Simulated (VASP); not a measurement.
A run of VASP 6.6.1:

Contents of INCAR:

```
PREC = Accurate
ENCUT = 600
EDIFF = 1E-6
ISMEAR = -1
SIGMA = 0.05
LREAL = False
LASPH = True
NELM = 80
ALGO = Normal
ISIF = 3
LWAVE = False
LCHARG = False
GGA = PS
IBRION = 2
NSW = 60
EDIFFG = -0.01
```

The input KPOINTS:

```
regular mesh
0
Gamma
  8 8 8
```

File POSCAR:

```
Ge
1.0
    0.0000000000      2.8289100000      2.8289100000
    2.8289100000      0.0000000000      2.8289100000
    2.8289100000      2.8289100000      0.0000000000
Ge
2
Direct
    0.7500000000      0.7500000000      0.7500000000
    0.5000000000      0.5000000000      0.5000000000
```

Potentials or basis: VASP PAW PBE potentials, release 64 (Ge_d).

Run with:

```console
$ cat potpaw_PBE.64/Ge_d/POTCAR > POTCAR
$ mpirun -np 1 vasp_std > vasp.out
```

Hardware: 1 thread of AMD EPYC 7R43 64-Core Processor (Zen 3) (shared host).

**Question.** How long does it take, and how much memory?

**Answer.** It took 53 s on 1 thread of AMD EPYC 7R43 64-Core Processor (Zen 3), with other jobs on the host, peak memory 0.15 GiB. Counts: scf iterations 19, k points 29, ion steps 2.
